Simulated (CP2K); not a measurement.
Runs of CP2K 2026.2 on Ge. Symmetry: Fd-3m, No. 227, cubic system. Conventional cell: a = 5.658 Å, b = 5.658 Å, c = 5.658 Å, α = 90.00°, β = 90.00°, γ = 90.00°. Around Ge (site symmetry -43m) lie 4 Ge at 2.45 Å. 

| task | potentials or basis | cell | basis sets | potentials | hirshfeld SHAPE_FUNCTION | VORONOI_RADII | gap on the mesh (eV) | pressure (GPa) | largest force (eV/Å) |
| --- | --- | --- | --- | --- | --- | --- | --- | --- | --- |
| single point | POTENTIAL_UZH Ge GTH-PBE-q4; TZV2P-MOLOPT-PBE-GTH basis | as given | Ge TZV2P-MOLOPT-PBE-GTH-q4 | Ge GTH-PBE-q4 of POTENTIAL_UZH | - | - | none | 4.0 | - |
| single point | GTH_POTENTIALS Ge GTH-PBE-q4; DZVP-MOLOPT-SR-GTH basis | as given | Ge DZVP-MOLOPT-SR-GTH-q4 | Ge GTH-PBE-q4 of GTH_POTENTIALS | - | - | none | 4.4 | - |
| single point | POTENTIAL_UZH Ge GTH-PBE-q4; TZVP-MOLOPT-PBE-GTH basis | as given | Ge TZVP-MOLOPT-PBE-GTH-q4 | Ge GTH-PBE-q4 of POTENTIAL_UZH | - | - | none | 4.0 | - |
| atomic charges | POTENTIAL_UZH Ge GTH-PBE-q4; TZVP-MOLOPT-PBE-GTH basis | strain_c = 0.02 | Ge TZVP-MOLOPT-PBE-GTH-q4 | Ge GTH-PBE-q4 of POTENTIAL_UZH | GAUSSIAN | UNITY | none | 2.6 | (a) |
| atomic charges | POTENTIAL_UZH Ge GTH-PBE-q4; TZVP-MOLOPT-PBE-GTH basis | strain_c = 0.06 | Ge TZVP-MOLOPT-PBE-GTH-q4 | Ge GTH-PBE-q4 of POTENTIAL_UZH | GAUSSIAN | UNITY | none | 0.4 | 0.39 |
| atomic charges | POTENTIAL_UZH Ge GTH-PBE-q4; TZVP-MOLOPT-PBE-GTH basis | strain_c = 0.04 | Ge TZVP-MOLOPT-PBE-GTH-q4 | Ge GTH-PBE-q4 of POTENTIAL_UZH | GAUSSIAN | UNITY | none | 1.4 | 0.31 |
| single point | GTH_POTENTIALS Ge GTH-PBE-q4; TZVP-MOLOPT-SR-GTH basis | as given | Ge TZVP-MOLOPT-SR-GTH-q4 | Ge GTH-PBE-q4 of GTH_POTENTIALS | - | - | none | 4.0 | - |
| atomic charges | POTENTIAL_UZH Ge GTH-PBE-q4; TZVP-MOLOPT-PBE-GTH basis | strain_c = -0.04 | Ge TZVP-MOLOPT-PBE-GTH-q4 | Ge GTH-PBE-q4 of POTENTIAL_UZH | GAUSSIAN | UNITY | none | 7.7 | 0.57 |
| atomic charges | POTENTIAL_UZH Ge GTH-PBE-q4; TZVP-MOLOPT-PBE-GTH basis | strain_c = 0 | Ge TZVP-MOLOPT-PBE-GTH-q4 | Ge GTH-PBE-q4 of POTENTIAL_UZH | GAUSSIAN | UNITY | none | 4.0 | - |
| single point | POTENTIAL_UZH Ge GTH-PBE-q4; DZVP-MOLOPT-PBE-GTH basis | as given | Ge DZVP-MOLOPT-PBE-GTH-q4 | Ge GTH-PBE-q4 of POTENTIAL_UZH | - | - | 0.05 | 4.1 | - |
| atomic charges | POTENTIAL_UZH Ge GTH-PBE-q4; TZVP-MOLOPT-PBE-GTH basis | strain_c = -0.02 | Ge TZVP-MOLOPT-PBE-GTH-q4 | Ge GTH-PBE-q4 of POTENTIAL_UZH | GAUSSIAN | UNITY | 0.06 | 5.6 | (b) |
| single point | POTENTIAL_UZH Ge GTH-PBE-q4; ccGRB-D basis | as given | Ge ccGRB-D-q4 | Ge GTH-PBE-q4 of POTENTIAL_UZH | - | - | 0.12 | 4.6 | - |

Alike in all rows: level PBE; no spin polarisation; k mesh 8 × 8 × 8; smearing fermi-dirac 0.05 eV.

Q: Fill in the values left out.

A: (a) 0.18; (b) 0.25.

Caveats: the basis of atomic orbitals isn't converged, which shifts pressures, moduli and gaps.

A k mesh can miss the band edges, and the runs leave out spin-orbit coupling on Ge.

A gap of «none» marks a metal or a gap under the smearing width.
